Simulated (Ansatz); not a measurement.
## Calculated 177Hf nuclear quadrupole resonance for HfO2

Cell: a structure deposited in the COD, taken as it stands.

Space group P2_1/c (No. 14); a = 5.1180, b = 5.1857, c = 5.2841 Å, β = 99.35°.

```csv
site,Wyckoff,site symmetry,x,y,z
Hf,4e,1,0.2755,0.0397,0.2080
O5,4e,1,0.4487,0.7581,0.4801
O9,4e,1,0.0742,0.3316,0.3467
```

One atom of each set is listed.

Level of theory: DFT, PBE, plane waves and PAW, scalar-relativistic, 420 eV cutoff, Γ-centred 6×6×6 k-points, Fermi–Dirac smearing 0.02 eV (Ansatz 0.2.0).

177Hf: I = 7/2, Q = 3365 mb (year-2017 value). Static lattice, zero field.

Problem. At which frequencies do the 177Hf NQR lines lie?

Solution. For I = 7/2 and η = 0 the lines are |C_Q|/14 times 1, 2 and 3; η shifts the lowest up most. At large η the states mix, and weaker lines appear at sums of the main ones; lines under 5 % of the strongest are left out.

| site | atoms | V_zz (10²¹ V/m²) | C_Q (MHz) | η | line frequencies (MHz) |
| --- | --- | --- | --- | --- | --- |
| Hf | 4 | 12.08 | 983 | 0.54 | 121.8, 129.0, 204.2, 250.8 |

Problem. And for 179Hf (I = 9/2, Q = 3793 mb) on Hf?

Solution. C_Q scales with Q to 1108 MHz, with lines at 87.0, 108.8, 130.3, 180.2 MHz.

At this cell the PBE pressure is 6 GPa, so with PBE the cell would grow if it were relaxed. The largest force is 0.5 eV/Å, so the atoms aren't at the calculated equilibrium and relaxing them would move these values. Without spin–orbit coupling the gradients at and beside Hf can be off by some per cent, at some sites by more.
